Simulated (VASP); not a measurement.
Given:

```
CELL_PARAMETERS angstrom
      0.00000     2.90247     2.90247
      2.90247     0.00000     2.90247
      2.90247     2.90247     0.00000
ATOMIC_POSITIONS crystal
  Li 0.00000 0.00000 0.00000
  I  0.50000 0.50000 0.50000
```

Level of theory: LDA (Ceperley-Alder, Perdew-Zunger), VASP's LDA PAW potentials (set 64) (plane waves; VASP 6.6.1). Settings: 520 eV cut-off, Gaussian smearing of 0.050 eV, potentials Li_sv I.

Unless said otherwise, spin-orbit coupling is left out, though it shifts the bands of the heavy elements here.

**Question.** Estimate the band gap (along the path) with the smallest direct gap where there is one.

**Answer.** 
- band gap (along the path) = 4.28 eV
- smallest direct gap (along the path) = 4.53 eV

Total energies compare only between runs with the same potentials, cut-off and functional.

The compound is LiI in the rock salt structure. It was relaxed first, which changed the volume by -10 %.
